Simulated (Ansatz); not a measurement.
**Zinc, fcc under PBEsol: structure, energy and stiffness, part 1 of 2**

What does PBEsol give for zinc in the fcc structure? We relax it, solve it on a dense k-mesh, then scale the cell to 7 volumes from 88 to 112 % of the relaxed one and try a fit of the equation of state. Spin polarisation is left out. The k-meshes are 14×14×14 for the relaxation; 23×23×23 for the dense run; 16×16×16 for the volumes.

This is Zn in the fcc structure; at room conditions it is hcp.

Method: DFT PBEsol, plane waves (420 eV) with PAW, scalar-relativistic; the PAW data stem from PBE, with regenerated cores, in Ansatz 0.2.0.

## 1. The starting structure

Symmetry: Fm-3m, No. 225, cubic system. The conventional cell has a = 3.933 Å, b = 3.933 Å, c = 3.933 Å, α = 90.00°, β = 90.00°, γ = 90.00°. Zn (site symmetry m-3m) has 12 Zn at 2.78 Å as nearest neighbours.

As a file:

```cif
data_structure
_symmetry_space_group_name_H-M 'Fm-3m'
_symmetry_Int_Tables_number 225
_cell_length_a 3.9331
_cell_length_b 3.9331
_cell_length_c 3.9331
_cell_angle_alpha 90.000
_cell_angle_beta 90.000
_cell_angle_gamma 90.000
_cell_volume 60.84
loop_
_atom_site_label
_atom_site_type_symbol
_atom_site_symmetry_multiplicity
_atom_site_Wyckoff_symbol
_atom_site_fract_x
_atom_site_fract_y
_atom_site_fract_z
_atom_site_occupancy
Zn1 Zn 4 a 0.00000 0.00000 0.00000 1
```

## 2. Relaxing cell and atoms

input.yaml reads:

```yaml
crystal:
  lattice:
    - [0.0, 1.9665497572, 1.9665497572]
    - [1.9665497572, 0.0, 1.9665497572]
    - [1.9665497572, 1.9665497572, 0.0]
  atoms:
    - { symbol: Zn, position: [0.0, 0.0, 0.0] }
hamiltonian:
  xc: pbesol
  pseudopotentials:
    kind: paw
    azcp:
      Zn: "pseudopotentials/Zn.paw.azcp"
basis:
  ecutwfc: 420
  fft_grid_basis: typed
kpoints:
  mp_grid: { grid: [14, 14, 14], shift: [0, 0, 0] }
magnetization:
  spin_polarized: false
scf:
  occupations: { method: fermi_dirac, width: 0.1 }
relax:
  max_steps: 60
  f_tol: 0.01
  cell: {}
```

What it wrote:

```text
Warning: <dir> the record states the generating functional pbe (its physics header spells it `PBE`), which answers neither for hamiltonian.xc's functional nor for the pbesol family's — results may be inconsistent (PPs are generated against a specific XC)
Warning: RAYON_NUM_THREADS=2 ignored (pool sized by the plan → 2); use --threads N
Engine: ansatz 0.2.0, x86_64-unknown-linux-gnu
Pseudopotentials: kind: paw
Pseudopotential: Zn, paw, valence charge 12, recommended cutoff 420 eV (normal), <dir>
Functional definition: PBEsol
  exchange = pbesol_x
  correlation = pbesol_c
Crystal: 1 atoms, lattice volume = 15.211 Å³
Basis set: ecut = 420 eV, 307 PW (Γ), exchange–correlation on 40×40×40 points (8 copies of the dense FFT grid, shifted against one another)
Bands: 10, of which v1, the nominal top of the filled ones, is band 6 counted from 1 (5 counted from 0)
Symmetry: 48 space group operations
Space group: Fm-3m (ITA 225), of the structure as read, at distance tolerance 2.5e-5 Å
k-points: 104 of 2744
Non-local potential: Zn, projectors of the file, l = 0: 2, l = 1: 2, l = 2: 3, l = 3: 1
PAW form: soft (Blöchl's): semilocal exchange-correlation on the pseudo side does not see the compensation charge
PAW frozen core: Zn, regenerated for the run's functional, and the local potential with it (the file was generated under x = pbe(κ = 0.804, μ = 0.2195149727645171), c = pbe(β = 0.06672455060314922))
PAW one-centre angular grid: Zn, 590 points (default); XC on 64 Gauss nodes
Initial density: superposition of atomic densities (neutral atoms: chi_scale 0, normalization atom), corrected by the library's trained network
Initial wavefunctions: pseudopotential atomic-orbital guess
Functional: x = pbesol(κ = 0.804, μ = 0.12345679012345678), c = pbesol(β = 0.046)
SCF iter   1: F=—  HF=-3280.872057 eV  |F-HF|=—  |Δ(HF+E_count)|=         —  Δρ=3.46e-3  dr2=7.69e-4  ethr=1.77e-3  ⟨swp⟩=4.7  Hψ=6597  notcnv=0
preconditioner: auto → none  [insulator: Δε(μ)=0.317 eV  Ē_g=16.943 eV  σ=0.100 eV  W_gap=0.61  n_scr=0 (ndim 8)  ℏωp=33.0 eV  f_vac=0.000  D(μ)=0.20/eV (n_scr^D=0)  ε∞_Penn≈4.8]
SCF iter   2: F=—  HF=-3280.871591 eV  |F-HF|=—  |Δ(HF+E_count)|=   4.66e-4  Δρ=5.67e-4  dr2=3.86e-5  ethr=6.41e-6  ⟨swp⟩=2.0  Hψ=2489  notcnv=0
SCF iter   3: F=—  HF=-3280.871558 eV  |F-HF|=—  |Δ(HF+E_count)|=   3.24e-5  Δρ=7.19e-4  dr2=2.80e-5  ethr=3.21e-7  ⟨swp⟩=2.0  Hψ=1664  notcnv=0
SCF iter   4: F=—  HF=-3280.871566 eV  |F-HF|=—  |Δ(HF+E_count)|=   8.05e-6  Δρ=2.60e-4  dr2=6.88e-6  ethr=2.33e-7  ⟨swp⟩=2.0  Hψ=1588  notcnv=0
SCF iter   5: F=—  HF=-3280.871565 eV  |F-HF|=—  |Δ(HF+E_count)|=   1.53e-6  Δρ=1.81e-4  dr2=3.07e-6  ethr=5.74e-8  ⟨swp⟩=1.0  Hψ=1043  notcnv=0
SCF iter   6: F=-3280.871564 eV  HF=-3280.871564 eV  |F-HF|=1.11e-7  |Δ(HF+E_count)|=   1.14e-6  Δρ=3.16e-5  dr2=9.28e-8  ethr=8.33e-10  ⟨swp⟩=3.4  Hψ=4319  notcnv=0
SCF 1 converged in 6 iterations: F = -3280.871564 eV  dr2 = 9.28e-8
relax step   1: F+E_penalty+E_count = -3280.87156369 eV  Δ(F+E_penalty+E_count) = +0.000e0 eV  max|allowed force component| = 0.000e0 eV/Å  Δτ_max = 0.0000 Å  P = -5.124 GPa  Ω = 15.211 Å³  (6 SCF iters, dr2 threshold 1.00e-7 eV, accepted)
Crystal: 1 atoms, lattice volume = 14.430 Å³
Basis set: ecut = 420 eV, 283 PW (Γ), exchange–correlation on 40×40×40 points (8 copies of the dense FFT grid, shifted against one another)
Initial density: handed on by an earlier stage of this run
Initial wavefunctions: those handed on with the density
iter 1 solved again at ethr=2.92e-5 eV; its pass at ethr=3.10e-3 eV (dr2=3.50e-3 eV) is discarded
SCF iter   1: F=—  HF=-3280.889758 eV  |F-HF|=—  |Δ(HF+E_count)|=         —  Δρ=6.08e-3  dr2=3.56e-3  ethr=2.92e-5  ⟨swp⟩=1.1  Hψ=9528  notcnv=0
preconditioner: auto → none  [insulator: Δε(μ)=0.270 eV  Ē_g=17.400 eV  σ=0.100 eV  W_gap=0.58  n_scr=0 (ndim 8)  ℏωp=33.9 eV  f_vac=0.000  D(μ)=0.22/eV (n_scr^D=0)  ε∞_Penn≈4.8]
SCF iter   2: F=—  HF=-3280.888980 eV  |F-HF|=—  |Δ(HF+E_count)|=   7.78e-4  Δρ=2.51e-3  dr2=3.80e-4  ethr=2.92e-5  ⟨swp⟩=2.0  Hψ=1983  notcnv=0
SCF iter   3: F=—  HF=-3280.888590 eV  |F-HF|=—  |Δ(HF+E_count)|=   3.90e-4  Δρ=7.14e-4  dr2=6.43e-5  ethr=3.17e-6  ⟨swp⟩=2.0  Hψ=1703  notcnv=0
SCF iter   4: F=—  HF=-3280.888562 eV  |F-HF|=—  |Δ(HF+E_count)|=   2.73e-5  Δρ=8.04e-5  dr2=6.14e-7  ethr=5.36e-7  ⟨swp⟩=2.1  Hψ=1702  notcnv=0
SCF iter   5: F=-3280.888563 eV  HF=-3280.888563 eV  |F-HF|=1.46e-8  |Δ(HF+E_count)|=   4.71e-7  Δρ=7.62e-6  dr2=4.28e-9  ethr=8.33e-10  ⟨swp⟩=4.5  Hψ=3524  notcnv=0
SCF 2 converged in 5 iterations: F = -3280.888563 eV  dr2 = 4.28e-9
relax step   2: F+E_penalty+E_count = -3280.88856289 eV  Δ(F+E_penalty+E_count) = -1.700e-2 eV  max|allowed force component| = 0.000e0 eV/Å  Δτ_max = 0.0000 Å  P = -1.421 GPa  Ω = 14.430 Å³  energy of the carried Pulay correction = +5.456e-4 eV  (5 SCF iters, dr2 threshold 1.00e-7 eV, accepted)
Crystal: 1 atoms, lattice volume = 14.151 Å³
iter 1 solved again at ethr=4.42e-6 eV; its pass at ethr=3.10e-3 eV (dr2=5.30e-4 eV) is discarded
SCF iter   1: F=—  HF=-3280.890014 eV  |F-HF|=—  |Δ(HF+E_count)|=         —  Δρ=2.42e-3  dr2=5.53e-4  ethr=4.42e-6  ⟨swp⟩=1.9  Hψ=9263  notcnv=0
preconditioner: auto → none  [insulator: Δε(μ)=0.233 eV  Ē_g=17.632 eV  σ=0.100 eV  W_gap=0.52  n_scr=0 (ndim 8)  ℏωp=34.2 eV  f_vac=0.000  D(μ)=0.23/eV (n_scr^D=0)  ε∞_Penn≈4.8]
SCF iter   2: F=—  HF=-3280.889890 eV  |F-HF|=—  |Δ(HF+E_count)|=   1.24e-4  Δρ=9.79e-4  dr2=5.61e-5  ethr=4.42e-6  ⟨swp⟩=2.0  Hψ=1614  notcnv=0
SCF iter   3: F=—  HF=-3280.889832 eV  |F-HF|=—  |Δ(HF+E_count)|=   5.86e-5  Δρ=2.90e-4  dr2=1.04e-5  ethr=4.67e-7  ⟨swp⟩=2.0  Hψ=1656  notcnv=0
SCF iter   4: F=—  HF=-3280.889828 eV  |F-HF|=—  |Δ(HF+E_count)|=   3.91e-6  Δρ=3.45e-5  dr2=1.03e-7  ethr=8.63e-8  ⟨swp⟩=2.1  Hψ=1580  notcnv=0
SCF iter   5: F=-3280.889828 eV  HF=-3280.889828 eV  |F-HF|=1.61e-9  |Δ(HF+E_count)|=   9.65e-8  Δρ=3.58e-6  dr2=1.65e-9  ethr=8.33e-10  ⟨swp⟩=4.1  Hψ=3329  notcnv=0
SCF 3 converged in 5 iterations: F = -3280.889828 eV  dr2 = 1.65e-9
relax step   3: F+E_penalty+E_count = -3280.88982787 eV  Δ(F+E_penalty+E_count) = -1.265e-3 eV  max|allowed force component| = 0.000e0 eV/Å  Δτ_max = 0.0000 Å  P = +0.230 GPa  Ω = 14.151 Å³  energy of the carried Pulay correction = +7.473e-4 eV  (5 SCF iters, dr2 threshold 1.00e-7 eV, accepted)
Crystal: 1 atoms, lattice volume = 14.189 Å³
iter 1 solved again at ethr=8.38e-8 eV; its pass at ethr=3.10e-3 eV (dr2=1.01e-5 eV) is discarded
SCF iter   1: F=—  HF=-3280.889829 eV  |F-HF|=—  |Δ(HF+E_count)|=         —  Δρ=3.38e-4  dr2=1.07e-5  ethr=8.38e-8  ⟨swp⟩=2.2  Hψ=8966  notcnv=0
preconditioner: auto → none  [insulator: Δε(μ)=0.243 eV  Ē_g=17.639 eV  σ=0.100 eV  W_gap=0.54  n_scr=0 (ndim 8)  ℏωp=34.1 eV  f_vac=0.000  D(μ)=0.23/eV (n_scr^D=0)  ε∞_Penn≈4.7]
SCF iter   2: F=—  HF=-3280.889828 eV  |F-HF|=—  |Δ(HF+E_count)|=   1.67e-6  Δρ=1.38e-4  dr2=1.14e-6  ethr=8.38e-8  ⟨swp⟩=2.0  Hψ=1628  notcnv=0
SCF iter   3: F=—  HF=-3280.889827 eV  |F-HF|=—  |Δ(HF+E_count)|=   1.17e-6  Δρ=3.94e-5  dr2=1.91e-7  ethr=9.46e-9  ⟨swp⟩=2.0  Hψ=1655  notcnv=0
SCF iter   4: F=-3280.889826 eV  HF=-3280.889826 eV  |F-HF|=8.14e-10  |Δ(HF+E_count)|=   8.68e-8  Δρ=4.38e-6  dr2=1.63e-9  ethr=8.33e-10  ⟨swp⟩=4.0  Hψ=3296  notcnv=0
SCF 4 converged in 4 iterations: F = -3280.889826 eV  dr2 = 1.63e-9
relax step   4: F+E_penalty+E_count = -3280.88982645 eV  Δ(F+E_penalty+E_count) = +1.417e-6 eV  max|allowed force component| = 0.000e0 eV/Å  Δτ_max = 0.0000 Å  P = -0.007 GPa  Ω = 14.189 Å³  energy of the carried Pulay correction = +7.194e-4 eV  (4 SCF iters, dr2 threshold 1.00e-7 eV, accepted)
Initial wavefunctions: pseudopotential atomic-orbital guess (no wavefunctions were taken with the density)
iter 1 solved again at ethr=1.33e-7 eV; its pass at ethr=3.10e-3 eV (dr2=1.59e-5 eV) is discarded
SCF iter   1: F=—  HF=-3280.889230 eV  |F-HF|=—  |Δ(HF+E_count)|=         —  Δρ=1.23e-4  dr2=5.86e-7  ethr=1.33e-7  ⟨swp⟩=2.9  Hψ=9593  notcnv=0
preconditioner: auto → none  [insulator: Δε(μ)=0.243 eV  Ē_g=17.636 eV  σ=0.100 eV  W_gap=0.54  n_scr=0 (ndim 8)  ℏωp=34.1 eV  f_vac=0.000  D(μ)=0.23/eV (n_scr^D=0)  ε∞_Penn≈4.7]
SCF iter   2: F=—  HF=-3280.889230 eV  |F-HF|=—  |Δ(HF+E_count)|=   2.16e-7  Δρ=1.76e-4  dr2=2.04e-6  ethr=4.88e-9  ⟨swp⟩=2.1  Hψ=1691  notcnv=0
SCF iter   3: F=—  HF=-3280.889230 eV  |F-HF|=—  |Δ(HF+E_count)|=   5.70e-8  Δρ=4.54e-5  dr2=1.74e-7  ethr=4.88e-9  ⟨swp⟩=2.0  Hψ=1667  notcnv=0
SCF iter   4: F=—  HF=-3280.889230 eV  |F-HF|=—  |Δ(HF+E_count)|=   1.99e-7  Δρ=5.20e-6  dr2=1.25e-9  ethr=1.45e-9  ⟨swp⟩=2.0  Hψ=1651  notcnv=0
SCF iter   5: F=—  HF=-3280.889230 eV  |F-HF|=—  |Δ(HF+E_count)|=   1.12e-9  Δρ=1.33e-7  dr2=2.05e-12  ethr=1.00e-12  ⟨swp⟩=4.6  Hψ=4998  notcnv=0
SCF iter   6: F=-3280.889230 eV  HF=-3280.889230 eV  |F-HF|=0.00e0  |Δ(HF+E_count)|=  5.46e-12  Δρ=8.38e-9  dr2=4.93e-15  ethr=1.00e-12  ⟨swp⟩=5.0  Hψ=3846  notcnv=0
SCF 5 converged in 6 iterations: F = -3280.889230 eV  dr2 = 4.93e-15
relax step   5: F+E_penalty+E_count = -3280.88922990 eV  Δ(F+E_penalty+E_count) = +5.966e-4 eV  max|allowed force component| = 0.000e0 eV/Å  Δτ_max = 0.0000 Å  P = -0.045 GPa  Ω = 14.189 Å³  stress off target by 4.47e-2 GPa  SCF on the basis re-selected at this cell (its energy is not comparable with the rows above)  (6 SCF iters)
basis re-selected at this cell: Δ(F+E_penalty+E_count) = +5.966e-4 eV, ΔP = -0.037 GPa vs the last step (what re-selecting the basis moved, of the pressure what is left beyond the Pulay correction that the steps carried, after the strain that the cell walked since its last selection, with what the two solves' SCF thresholds leave and, on support functions, any second-order correction that the steps lacked; it is no measure of the basis error at this ecutwfc). This SCF's stress stands 4.47e-2 GPa from its target on what of the cell is left free (relax.cell.stress_tol is 5.00e-2 GPa) and its largest allowed force component is 0.00e0 eV/Å (relax.f_tol is 1.00e-2 eV/Å): within both
SCF converged after 6 iterations
Free energy (F): -3280.889230 eV
Harris-Foulkes:  -3280.889230 eV  (|F-HF|=0.00e0)
Internal energy: -3280.881422 eV  (E = F + TS)
E sigma→0 (E₀):  -3280.885326 eV
Entropy (-TS):   -0.007808 eV (-7.808 meV/atom)
Fermi energy:    11.876178 eV
--- Per-component energies (eV) ---
  E_band       = 58.174284
  E_kinetic    = 131.766006
  E_local      = -1486.809330  (includes V_loc(G=0)·N_el)
  E_nonlocal   = 611.499475
  E_hartree    = 622.883985
  E_xc         = -136.732801
  E_vxc        = -53.836435  (∫ρ·V_xc dr)
  E_paw        = -1787.381983  (= ΣΔE_a)
  E_vpaw       = -390.213034  (= ΣTr[D̂ρ^β])
  E_aug_tail   = -0.000371  (compensation charges beyond the density's cutoff)
  E_ewald      = -1236.903758
  E_core_change = 0.797355  (= ΣΔE_core)
  E_smearing   = -0.007808  (= −TS)
  E_closure    = 0.000000  (closes the sum)
  Σ components = -3280.889230   (vs F -3280.889230, Δ=0.00e0)
--- Forces (eV/Å), atoms counted from 1 ---
  atom   1  Zn    -0.00000000    -0.00000000    -0.00000000
  max |Σ_I F_I| component: 1.31e-31 eV/Å
--- Stress (GPa, compression-positive) ---
       -0.044740       0.000000       0.000000
        0.000000      -0.044740      -0.000000
        0.000000       0.000000      -0.044740
  P = ⅓ Tr σ = -0.0447 GPa (-0.447 kbar)
--- Relaxed structure (4 steps of the walk, 4 accepted, 1 SCFs on fresh bases) ---
  F+E_penalty+E_count = -3280.88922990 eV   max|allowed force component| = 0.000e0 eV/Å   (the final SCF, on the basis selected at the relaxed cell)
  cell:  # Å, volume = 14.1894 Å³
    - [7.897826650988165e-34, 1.9215189282039222, 1.9215189282039222]
    - [1.9215189282039222, 2.1527946838983865e-33, 1.9215189282039222]
    - [1.9215189282039222, 1.9215189282039222, 1.655995910691066e-34]
  atoms:
    - { symbol: Zn, position: [0.0, 0.0, 0.0] }
```

Run time: 3.6 s. Hardware: 2 threads of Intel Xeon Platinum 8488C (Sapphire Rapids), shared host; peak memory 0.43 GiB.

Relaxation path:

```csv
step,energy change (meV/atom),largest force (eV/Å),pressure (GPa),volume (Å³/atom)
1,0.00,0.0000,-5.12,15.211
2,-17.00,0.0000,-1.42,14.430
3,-18.26,0.0000,0.23,14.151
4,-18.26,0.0000,-0.01,14.189
5,-17.67,0.0000,-0.04,14.189
```

Steps that repeat a cell are solved on a basis chosen anew, so their changes of energy are no gain of the relaxation.

The cell of the run, before and after:

|  | before | after | change |
| --- | --- | --- | --- |
| a (Å) | 2.781 | 2.717 | -2.3 % |
| b (Å) | 2.781 | 2.717 | -2.3 % |
| c (Å) | 2.781 | 2.717 | -2.3 % |
| volume (Å³/atom) | 15.211 | 14.189 | -6.7 % |
| shortest distance (Å) | 2.781 | 2.717 | -2.3 % |
| space group (spins left aside) | Fm-3m | Fm-3m | same |

## 3. Single point on a dense mesh

input.yaml reads:

```yaml
crystal:
  lattice:
    - [0.0, 1.9215189282, 1.9215189282]
    - [1.9215189282, 0.0, 1.9215189282]
    - [1.9215189282, 1.9215189282, 0.0]
  atoms:
    - { symbol: Zn, position: [0.0, 0.0, 0.0] }
hamiltonian:
  xc: pbesol
  pseudopotentials:
    kind: paw
    azcp:
      Zn: "pseudopotentials/Zn.paw.azcp"
basis:
  ecutwfc: 420
  fft_grid_basis: typed
kpoints:
  mp_grid: { grid: [23, 23, 23], shift: [0, 0, 0] }
magnetization:
  spin_polarized: false
scf:
  occupations: { method: fermi_dirac, width: 0.1 }
```

What it wrote, cut to the lines that bear on the results:

```text
Warning: <dir> the record states the generating functional pbe (its physics header spells it `PBE`), which answers neither for hamiltonian.xc's functional nor for the pbesol family's — results may be inconsistent (PPs are generated against a specific XC)
Warning: RAYON_NUM_THREADS=2 ignored (pool sized by the plan → 2); use --threads N
[...]
[... 3 set-up lines as earlier in the session ...]
[...]
Crystal: 1 atoms, lattice volume = 14.189 Å³
Basis set: ecut = 420 eV, 283 PW (Γ)
Bands: 10, of which v1, the nominal top of the filled ones, is band 6 counted from 1 (5 counted from 0)
[... 1 set-up line as earlier in the session ...]
Space group: Fm-3m (ITA 225), of the structure as read, at distance tolerance 2.4e-5 Å
k-points: 364 of 12167
[...]
SCF iter   1: F=—  HF=-3280.884608 eV  |F-HF|=—  |Δ(HF+E_count)|=         —  Δρ=4.71e-3  dr2=1.52e-3  ethr=1.77e-3  ⟨swp⟩=5.0  Hψ=23384  notcnv=0
[...]
SCF iter   6: F=-3280.884137 eV  HF=-3280.884137 eV  |F-HF|=6.37e-12  |Δ(HF+E_count)|=   1.12e-9  Δρ=3.69e-7  dr2=1.36e-11  ethr=8.06e-12  ⟨swp⟩=1.0  Hψ=10999  notcnv=0
[...]
SCF converged after 6 iterations
Free energy (F): -3280.884137 eV
[...]
E sigma→0 (E₀):  -3280.879235 eV
Entropy (-TS):   -0.009805 eV (-9.805 meV/atom)
Fermi energy:    11.907013 eV
[...]
```

Run time: 1.4 s. Hardware: 2 threads of Intel Xeon Platinum 8488C (Sapphire Rapids), shared host; peak memory 0.45 GiB.

## 4. Equation of state: 88 %

input.yaml reads:

```yaml
crystal:
  lattice:
    - [0.0, 1.8413607897, 1.8413607897]
    - [1.8413607897, 0.0, 1.8413607897]
    - [1.8413607897, 1.8413607897, 0.0]
  atoms:
    - { symbol: Zn, position: [0.0, 0.0, 0.0] }
hamiltonian:
  xc: pbesol
  pseudopotentials:
    kind: paw
    azcp:
      Zn: "pseudopotentials/Zn.paw.azcp"
basis:
  ecutwfc: 420
  fft_grid_basis: typed
kpoints:
  mp_grid: { grid: [16, 16, 16], shift: [0, 0, 0] }
magnetization:
  spin_polarized: false
scf:
  occupations: { method: fermi_dirac, width: 0.1 }
  lower_state_search: "off"
output:
  stress: true
```

What it wrote, cut to the lines that bear on the results:

```text
Warning: <dir> the record states the generating functional pbe (its physics header spells it `PBE`), which answers neither for hamiltonian.xc's functional nor for the pbesol family's — results may be inconsistent (PPs are generated against a specific XC)
Warning: RAYON_NUM_THREADS=2 ignored (pool sized by the plan → 2); use --threads N
[...]
[... 3 set-up lines as earlier in the session ...]
[...]
Crystal: 1 atoms, lattice volume = 12.487 Å³
Basis set: ecut = 420 eV, 259 PW (Γ)
Bands: 10, of which v1, the nominal top of the filled ones, is band 6 counted from 1 (5 counted from 0)
[... 1 set-up line as earlier in the session ...]
Space group: Fm-3m (ITA 225), of the structure as read, at distance tolerance 2.3e-5 Å
k-points: 145 of 4096
[...]
SCF iter   1: F=—  HF=-3280.814246 eV  |F-HF|=—  |Δ(HF+E_count)|=         —  Δρ=6.08e-3  dr2=2.57e-3  ethr=1.77e-3  ⟨swp⟩=4.9  Hψ=9396  notcnv=0
[...]
SCF iter   6: F=-3280.813437 eV  HF=-3280.813437 eV  |F-HF|=1.36e-12  |Δ(HF+E_count)|=   7.58e-9  Δρ=3.67e-7  dr2=6.28e-12  ethr=4.09e-11  ⟨swp⟩=1.9  Hψ=4888  notcnv=0
[...]
SCF converged after 6 iterations
Free energy (F): -3280.813437 eV
[...]
E sigma→0 (E₀):  -3280.808893 eV
Entropy (-TS):   -0.009088 eV (-9.088 meV/atom)
Fermi energy:    14.170689 eV
[...]
--- Stress (GPa, compression-positive) ---
       14.975413       0.000000       0.000000
        0.000000      14.975413      -0.000000
       -0.000000      -0.000000      14.975413
  P = ⅓ Tr σ = 14.9754 GPa (149.754 kbar)
```

Wall time 0.87 s (2 threads of Intel Xeon Platinum 8488C (Sapphire Rapids), shared host); peak memory 0.4 GiB.

(Continued in part 2 of 2.)
